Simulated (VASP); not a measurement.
# BN (P6_3/mmc) in VASP: notebook, part 2 of 2

VASP 6.6.1.

## 3. Relaxation of cell and atoms, optB86b-vdW

This run uses another cell than the first one, of 8.82 Å³/atom, 0.983 times its volume.

INCAR reads:

```
AGGAC = 0.0 ; ALGO = Normal
EDIFF = 1E-7 ; EDIFFG = -0.005
ENCUT = 600 ; GGA = MK
IBRION = 2 ; ISIF = 3
ISMEAR = 0 ; LASPH = True
LCHARG = False ; LREAL = False
LUSE_VDW = True ; LWAVE = False
NELM = 80 ; NSW = 90
PARAM1 = 0.1234 ; PARAM2 = 1.0
PREC = Accurate ; SIGMA = 0.03
```

KPOINTS reads:

```
k-points
0
Gamma
  12 12 4
```

POSCAR reads:

```
BN                                      
1.0
    2.5120510823     -0.0000000000      0.0000000000
   -1.2560255412      2.1755000529     -0.0000000000
   -0.0000000000     -0.0000000000      6.4524379845
  B               N             
     2     2
Direct
     0.3333333332999970    0.6666666667000030    0.2500000000000000
     0.6666666667000030    0.3333333332999970    0.7500000000000000
     0.3333333332999970    0.6666666667000030    0.7500000000000000
     0.6666666667000030    0.3333333332999970    0.2500000000000000
```

Potentials or basis: VASP PAW PBE potentials, release 64 (B, N).

Run with:

```bash
> cat potpaw_PBE.64/B/POTCAR potpaw_PBE.64/N/POTCAR > POTCAR
> mpirun -np 1 vasp_std > vasp.out
```

OUTCAR:

```text
EDIFF = 1E-7
   EDIFFG = -0.005
   ENCUT = 600
   GGA = MK
   IBRION = 2
   ISIF = 3
   ISMEAR = 0
   LASPH = True
   LREAL = False
   NELM = 80
   NSW = 90
   PREC = Accurate

 ion  position               nearest neighbor table
   1  0.333  0.667  0.250-   4 1.45   4 1.45   4 1.45
   2  0.667  0.333  0.750-   3 1.45   3 1.45   3 1.45
   3  0.333  0.667  0.750-   2 1.45   2 1.45   2 1.45
   4  0.667  0.333  0.250-   1 1.45   1 1.45   1 1.45

  LATTYP: Found a hexagonal cell.
 ALAT       =     2.5120510823
 C/A-ratio  =     2.5685934613

  Lattice vectors:

 A1 = (   2.5120510823,   0.0000000000,   0.0000000000)
 A2 = (  -1.2560255412,   2.1755000529,   0.0000000000)
 A3 = (   0.0000000000,   0.0000000000,   6.4524379845)

Analysis of symmetry for initial positions (statically):
=====================================================================
 Subroutine PRICEL returns:
 Original cell was already a primitive cell.

 Routine SETGRP: Setting up the symmetry group for a
 hexagonal supercell.

 Subroutine GETGRP returns: Found 24 space group operations
 (whereof 12 operations were pure point group operations)
 out of a pool of 24 trial point group operations.

The static configuration has the point symmetry D_3d.
 The point group associated with its full space group is D_6h.

Analysis of symmetry for dynamics (positions and initial velocities):
=====================================================================
 Subroutine PRICEL returns:
 Original cell was already a primitive cell.

 Routine SETGRP: Setting up the symmetry group for a
 hexagonal supercell.

 Subroutine GETGRP returns: Found 24 space group operations
 (whereof 12 operations were pure point group operations)
 out of a pool of 24 trial point group operations.

The dynamic configuration has the point symmetry D_3d.
 The point group associated with its full space group is D_6h.

 Subroutine INISYM returns: Found 24 space group operations
 (whereof 12 operations are pure point group operations),
 and found     1 'primitive' translations

----------------------------------------------------------------------------------------

                                     Primitive cell

  volume of cell :      35.2624

  direct lattice vectors                    reciprocal lattice vectors
     2.512051082  0.000000000  0.000000000     0.398081077  0.229832217  0.000000000
    -1.256025541  2.175500053  0.000000000     0.000000000  0.459664434  0.000000000
     0.000000000  0.000000000  6.452437985     0.000000000  0.000000000  0.154980180

  length of vectors
     2.512051082  2.512051082  6.452437985     0.459664434  0.459664434  0.154980180

  position of ions in fractional coordinates (direct lattice)
     0.333333333  0.666666667  0.250000000
     0.666666667  0.333333333  0.750000000
     0.333333333  0.666666667  0.750000000
     0.666666667  0.333333333  0.250000000

  ion indices of the primitive-cell ions
   primitive index   ion index
                 1           1
                 2           2
                 3           3
                 4           4

----------------------------------------------------------------------------------------

 KPOINTS: k-points

Automatic generation of k-mesh.
 Grid dimensions read from file:
[... 49 lines left out ...]
   total plane-waves  NPLWV =  21600
   dimension x,y,z NGX =    20 NGY =   20 NGZ =   54
   dimension x,y,z NGXF=    40 NGYF=   40 NGZF=  108
   ions per type =               2   2
   NGX,Y,Z   is equivalent  to a cutoff of  13.24, 13.24, 13.91 a.u.
   NGXF,Y,Z  is equivalent  to a cutoff of  26.47, 26.47, 27.83 a.u.
 SYSTEM =  unknown system
   PREC   = accura    normal or accurate (medium, high low for compatibility)
   ISTART =      0    job   : 0-new  1-cont  2-samecut
   ICHARG =      2    charge: 1-file 2-atom 10-const
   ISPIN  =      1    spin polarized calculation?
   LNONCOLLINEAR =      F non collinear calculations
   LSORBIT =      F    spin-orbit coupling
   LASPH  =      T    aspherical Exc in radial PAW
   ENCUT  =  600.0 eV  44.10 Ry    6.64 a.u.   5.02  5.02 12.89*2*pi/ulx,y,z
   NELM   =     80;   NELMIN=  2; NELMDL= -5     # of ELM steps
   EDIFF  = 0.1E-06   stopping-criterion for ELM
   LREAL  =      F    real-space projection
   EDIFFG = -.5E-02   stopping-criterion for IOM
   NSW    =     90    number of steps for IOM
   IBRION =      2    ionic relax: 0-MD 1-quasi-New 2-CG
   NFREE  =      1    steps in history (QN), initial steepest desc. (CG)
   ISIF   =      3    stress and relaxation
   ISYM   =      2    0-nonsym 1-usesym 2-fastsym
   POTIM  = 0.5000    time-step for ionic-motion
   TEBEG  =    0.0;   TEEND  =   0.0 temperature during run
   PSTRESS=    0.0 pullay stress
   NELECT =      16.0000    total number of electrons
   NUPDOWN=      -1.0000    fix difference up-down
   EMIN   =  10.00;   EMAX   =-10.00  energy-range for DOS
   EFERMI =   0.00;   METHOD = LEGACY
   ISMEAR =     0;   SIGMA  =   0.03  broadening in eV -4-tet -1-fermi 0-gaus
   EFERMI_NEDOS =   21; number of points for ismear=-14 and -15
   IALGO  =     38    algorithm
   IMIX   =      4    mixing-type and parameters
     AMIX     =   0.40;   BMIX     =  1.00
     AMIX_MAG =   1.60;   BMIX_MAG =  1.00
  volume/ion in A,a.u.               =       8.82        59.49
  Fermi-wavevector in a.u.,A,eV,Ry     =   1.257991  2.377259 21.531798  1.582542
  Thomas-Fermi vector in A             =   2.391623
   LORBIT       =      0    0 simple, 1 ext, 2 COOP (PROOUT), +10 PAW based schemes
   GGA     = MK    functional components
   LHFCALC =     F    Hartree Fock is set to
   AEXX    =    0.0000 exact exchange contribution
   IVDW_NL    =     1    kernel type
   BPARAM     = 6.3000
   IVDW    =     0    specifies the selected vdW correction
   LEPSILON=     F    determine dielectric tensor
   LRPA    =     F    only Hartree local field effects (RPA)
 conjugate gradient relaxation of ions
 non-spin polarized calculation
 Gauss-broadening in eV      SIGMA  =   0.03
  energy-cutoff  :      600.00
  volume of cell :       35.26
 maximum number of plane-waves:      1206
 NGX is ok and might be reduce to    20
   NGX =  9   NGY =  9   NGZ = 25

 number of electron      15.9999999 magnetization

 Free energy of the ion-electron system (eV)
  ---------------------------------------------------
  ext. energy  EPLUGINS =         0.00000000
  ---------------------------------------------------
  free energy    TOTEN  =       -31.36063308 eV

  energy without entropy =      -31.36063308  energy(sigma->0) =      -31.36063308

 E-fermi :   2.5503     XC(G=0): -10.3785

 val. band max:        2.4165857132   @ k =   0.3333   0.2500   0.0000
 cond. band min:       6.5935454255   @ k =   0.5000   0.0000   0.0000
 fundamental gap:      4.1769597123
 Fermi energy:         2.5502850184

 k-point     1 :       0.0000    0.0000    0.0000
  band No.  band energies     occupation
      1     -15.3253      2.00000
      2     -14.9502      2.00000
      3      -3.9471      2.00000
      4      -1.4544      2.00000
      5       1.0325      2.00000
      6       1.0325      2.00000
      7       1.0831      2.00000
      8       1.0831      2.00000
      9       7.7075      0.00000
     10      12.9396      0.00000
     11      13.8895      0.00000
     12      13.8919      0.00000
[... 331 lines left out ...]
 k-point    24 :       0.3333    0.0000    0.2500
  band No.  band energies     occupation
      1     -13.3096      2.00000
      2     -13.1184      2.00000
      3      -4.4575      2.00000
      4      -4.3794      2.00000
      5      -1.1822      2.00000
      6      -1.1237      2.00000
      7      -0.8802      2.00000
      8       0.5479      2.00000
      9       9.1376      0.00000
     10       9.8516      0.00000
     11      11.4050      0.00000
     12      12.5807      0.00000

 [... further k-points ...]
[... 5 lines left out ...]
  --------------------------------------------------------------------------------------
  -------------------------------------------------------------------------------------
  Total        0.0176532      0.0176532      0.0006816     -0.0000000     -0.0000000      0.0000000
  in kB        0.8020895      0.8020895      0.0309690     -0.0000000     -0.0000000      0.0000000
  external PRESSURE =       0.5450493 kB  Pullay stress =       0.0000000 kB

 VOLUME and BASIS-vectors are now :
 -----------------------------------------------------------------------------
  energy-cutoff  :      600.00
  volume of cell :       35.26
      direct lattice vectors                 reciprocal lattice vectors
     2.512051082  0.000000000  0.000000000     0.398081077  0.229832217  0.000000000
    -1.256025541  2.175500053  0.000000000     0.000000000  0.459664434  0.000000000
     0.000000000  0.000000000  6.452437985     0.000000000  0.000000000  0.154980180

 POSITION                                       TOTAL-FORCE (eV/Angst)
 -----------------------------------------------------------------------------------
     -0.00000      1.45033      1.61311        -0.000000      0.000000     -0.000000
      1.25603      0.72517      4.83933         0.000000     -0.000000     -0.000000
     -0.00000      1.45033      4.83933        -0.000000      0.000000     -0.000000
      1.25603      0.72517      1.61311        -0.000000     -0.000000      0.000000
 -----------------------------------------------------------------------------------
    total drift:                               -0.000000      0.000000      0.000000

  FREE ENERGIE OF THE ION-ELECTRON SYSTEM (eV)
  ---------------------------------------------------
  free  energy   TOTEN  =       -31.3606330793 eV

  energy  without entropy=      -31.3606330793  energy(sigma->0) =      -31.36063308

Total vdW correction in eV:      2.4291901

 reached required accuracy - stopping structural energy minimisation
```

It took 30 s on 1 thread of Intel Xeon 6975P-C (Granite Rapids), shared host; peak memory 0.32 GiB.

What came out:

```
Free energy             : -31.3606 eV
Pressure after relaxing : 0.1 GPa
Band gap on the k mesh  : 4.18 eV, indirect (least direct gap 4.55 eV)
```

Final structure:
```yaml
crystal:
  lattice:
    - [2.51205, 0.00000, 0.00000]
    - [-1.25603, 2.17550, 0.00000]
    - [0.00000, 0.00000, 6.45244]
  atoms:
    - { symbol: B, position: [0.33333, 0.66667, 0.25000] }
    - { symbol: B, position: [0.66667, 0.33333, 0.75000] }
    - { symbol: N, position: [0.33333, 0.66667, 0.75000] }
    - { symbol: N, position: [0.66667, 0.33333, 0.25000] }
```

Caveat: the relaxation stopped at its first step, so nothing moved; the PAW data sets were made with another functional, which shifts forces and pressure a little. A k mesh can miss the band edges.

## 4. Relaxation of cell and atoms, r2SCAN+rVV10

INCAR reads:

```
SYSTEM = BN
  ALGO = Normal
  BPARAM = 11.95
  CPARAM = 0.0093
  EDIFF = 1E-6
  EDIFFG = -0.01
  ENCUT = 600
  IBRION = 2
  ISIF = 3
  ISMEAR = 0
  IVDW_NL = 2
  LASPH = .True.
  LCHARG = .False.
  LMIXTAU = .True.
  LREAL = .False.
  LUSE_VDW = .True.
  LWAVE = .False.
  METAGGA = R2SCAN
  NELM = 80
  NSW = 90
  PREC = Accurate
  SIGMA = 0.03
```

KPOINTS reads:

```
k-points
0
Gamma
  12 12 4
  0 0 0
```

POSCAR reads:

```
BN
1.0
    2.4982400000      0.0000000000      0.0000000000
   -1.2491200000      2.1635393048      0.0000000000
    0.0000000000      0.0000000000      6.6357000000
B N
2 2
Direct
    0.3333333333      0.6666666667      0.2500000000
    0.6666666667      0.3333333333      0.7500000000
    0.3333333333      0.6666666667      0.7500000000
    0.6666666667      0.3333333333      0.2500000000
```

Run with:

```bash
> cat potpaw_PBE.64/B/POTCAR potpaw_PBE.64/N/POTCAR > POTCAR
> mpirun -np 1 vasp_std > vasp.out
```

Run time: 7.3 min. Hardware: 1 thread of AMD EPYC 9R14 (Zen 4), shared host; peak memory 0.23 GiB.

It converged, with:

```yaml
Free_energy: -38.2494 eV
Relaxed_volume: 8.82 Å³/atom
Relaxed_cell: a = 2.502 Å, b = 2.502 Å, c = 6.505 Å, α = 90.00°, β = 90.00°, γ = 120.00°
Space_group_after_relaxing_to_0.05_Å: P6_3/mmc (No. 194)
Energy_gained_by_relaxing: 0.7 meV/atom
Ionic_steps: 6
Pressure_after_relaxing: -0.1 GPa
Band_gap_on_the_k_mesh: 4.79 eV, indirect (least direct gap 5.20 eV)
```

The path:
```
step  energy change (eV)  largest force (eV/Å)  pressure (GPa)  volume (Å³)
   1              0.0000                0.0000            0.96        35.87
   2              0.0017                0.0000           -2.62        36.15
   3             -0.0008                0.0000           -0.35        35.97
   4             -0.0011                0.0000           -0.32        35.90
   5             -0.0018                0.0000           -0.21        35.69
   6             -0.0026                0.0000           -0.06        35.28
```

Final structure:
```yaml
crystal:
  lattice:
    - [2.50243, 0.00000, 0.00000]
    - [-1.25121, 2.16716, 0.00000]
    - [0.00000, 0.00000, 6.50486]
  atoms:
    - { symbol: B, position: [0.33333, 0.66667, 0.25000] }
    - { symbol: B, position: [0.66667, 0.33333, 0.75000] }
    - { symbol: N, position: [0.33333, 0.66667, 0.75000] }
    - { symbol: N, position: [0.66667, 0.33333, 0.25000] }
```

Levels at points of the mesh, in eV from the valence-band top:
| k point | band 6 | band 7 | band 8 | band 9 | band 10 | band 11 |
| --- | --- | --- | --- | --- | --- | --- |
| (0.00, 0.00, 0.00) | -1.37 | -1.32 | -1.32 | 5.66 | 11.28 | 12.28 |
| (0.50, 0.00, 0.00) | -4.23 | -1.54 | -0.41 | 4.79 | 6.40 | 10.20 |
| (0.00, 0.00, 0.50) | -1.34 | -1.34 | -1.34 | 8.30 | 8.30 | 12.36 |
| (0.50, 0.00, 0.50) | -4.27 | -0.95 | -0.95 | 5.29 | 5.29 | 10.63 |

Caveat: the PAW data sets were made with another functional, which shifts forces and pressure a little.

## 5. Relaxation of cell and atoms, r2SCAN+rVV10

This run uses another cell than the first one, of 8.82 Å³/atom, 0.984 times its volume.

INCAR, as its differences from that of step 4:

```diff
@@ -4,4 +4,4 @@
   CPARAM = 0.0093
-  EDIFF = 1E-6
-  EDIFFG = -0.01
+  EDIFF = 1E-7
+  EDIFFG = -0.005
   ENCUT = 600
```

KPOINTS is that of step 4.

POSCAR reads:

```
BN                                      
1.0
    2.5024264609      0.0000000000     -0.0000000000
   -1.2512132305      2.1671648863     -0.0000000000
   -0.0000000000      0.0000000000      6.5048588941
  B               N             
     2     2
Direct
     0.3333333332999970    0.6666666667000030    0.2500000000000000
     0.6666666667000030    0.3333333332999970    0.7500000000000000
     0.3333333332999970    0.6666666667000030    0.7500000000000000
     0.6666666667000030    0.3333333332999970    0.2500000000000000
```

Run with:

```bash
> cat potpaw_PBE.64/B/POTCAR potpaw_PBE.64/N/POTCAR > POTCAR
> mpirun -np 1 vasp_std > vasp.out
```

It took 2.2 min on 1 thread of AMD EPYC 9R14 (Zen 4), shared host; peak memory 0.24 GiB.

It converged, with:

| Quantity | Value |
| --- | --- |
| Free energy | -38.2489 eV |
| Pressure after relaxing | -0.1 GPa |
| Band gap on the k mesh | 4.79 eV, indirect (least direct gap 5.20 eV) |

Final structure:
```cif
data_structure
_symmetry_space_group_name_H-M 'P 1'
_symmetry_Int_Tables_number 1
_cell_length_a 2.5024
_cell_length_b 2.5024
_cell_length_c 6.5049
_cell_angle_alpha 90.000
_cell_angle_beta 90.000
_cell_angle_gamma 120.000
_cell_volume 35.28
loop_
_atom_site_label
_atom_site_type_symbol
_atom_site_fract_x
_atom_site_fract_y
_atom_site_fract_z
_atom_site_occupancy
B1 B 0.33333 0.66667 0.25000 1
B2 B 0.66667 0.33333 0.75000 1
N1 N 0.33333 0.66667 0.75000 1
N2 N 0.66667 0.33333 0.25000 1
```

Levels at points of the mesh, in eV from the valence-band top:
| k point | band 5 | band 6 | band 7 | band 8 | band 9 | band 10 | band 11 | band 12 |
| --- | --- | --- | --- | --- | --- | --- | --- | --- |
| (0.00, 0.00, 0.00) | -1.37 | -1.37 | -1.32 | -1.32 | 5.66 | 11.28 | 12.28 | 12.28 |
| (0.50, 0.00, 0.00) | -4.31 | -4.23 | -1.54 | -0.41 | 4.79 | 6.40 | 10.20 | 10.62 |
| (0.00, 0.00, 0.50) | -1.34 | -1.34 | -1.34 | -1.34 | 8.30 | 8.30 | 12.36 | 12.36 |
| (0.50, 0.00, 0.50) | -4.27 | -4.27 | -0.95 | -0.95 | 5.29 | 5.29 | 10.63 | 10.63 |

Caveat: the relaxation stopped at its first step, so nothing moved; the PAW data sets were made with another functional, which shifts forces and pressure a little. A k mesh can miss the band edges.
